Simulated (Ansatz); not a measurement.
WS₂: random displacements

The calculation used DFT PBEsol, scalar-relativistic, plane waves, PAW (Ansatz). The runs took a 420 eV cutoff, a Γ-centred 6×6×6 mesh and Gaussian smearing (0.05 eV). Spin–orbit coupling is left out, which matters for the heavy elements here. No spin polarisation. Energies are free energies at this smearing, counted from the undisturbed cell; pressure is positive in compression.

The starting cell (as given, not relaxed at this level; this form isn't the usual structure):

```
CELL_PARAMETERS angstrom
3.15800 5.46982 0.00000
6.31600 0.00000 0.00000
3.15800 1.82327 -6.16333
ATOMIC_POSITIONS crystal
W 0.00000 0.00000 0.00000
W 0.00000 0.50000 0.00000
W 0.50000 0.00000 0.00000
W 0.50000 0.50000 0.00000
S 0.75030 0.75030 0.74910
S 0.75030 0.25030 0.74910
S 0.25030 0.75030 0.74910
S 0.25030 0.25030 0.74910
S 0.58100 0.58100 0.25700
S 0.58100 0.08100 0.25700
S 0.08100 0.58100 0.25700
S 0.08100 0.08100 0.25700
```

The cell holds layers and no dispersion correction was added, so their binding is poorly described.

The atoms are displaced (Å, in the unstrained cell):

| atom | ux | uy | uz |
| --- | --- | --- | --- |
| W1 | 0.064 | 0.074 | 0.007 |
| W2 | 0.009 | -0.053 | 0.014 |
| W3 | 0.038 | 0.048 | 0.039 |
| W4 | 0.150 | 0.004 | 0.001 |
| S5 | -0.122 | -0.020 | -0.029 |
| S6 | -0.083 | -0.011 | 0.032 |
| S7 | 0.016 | 0.051 | 0.030 |
| S8 | -0.005 | -0.040 | -0.087 |
| S9 | -0.048 | 0.006 | 0.039 |
| S10 | 0.002 | -0.080 | -0.038 |
| S11 | 0.028 | 0.041 | 0.010 |
| S12 | -0.048 | -0.022 | -0.017 |

Strain (Voigt, engineering shear): (-0.0140, -0.0047, -0.0166, -0.0259, -0.0109, 0.0165).

Problem. What are the energy change, the stress and the forces?

Solution. ΔE = 152.5 meV/atom; stress (xx, yy, zz, yz, xz, xy; compression positive) (9.81, 5.96, 13.01, 5.57, 5.03, 1.76) GPa; gap on the mesh 0.52 eV.
```
atom Fx (eV/Å) Fy Fz
  W1      -2.72  -3.32  -1.86
  W2       0.76   1.92  -1.39
  W3      -1.57  -1.56  -2.44
  W4      -6.35  -0.84  -1.60
  S5       3.39   1.58   3.90
  S6       2.30   1.21   0.88
  S7       0.17  -0.31   0.61
  S8       1.32   1.76   3.47
  S9       1.50  -0.36  -1.90
 S10       0.45   0.79   0.88
 S11      -0.27  -1.22  -0.42
 S12       1.01   0.34  -0.15
```

Cost: 1 run of about 1 core-minutes, on Intel Xeon 6975P-C (Granite Rapids) (shared hosts).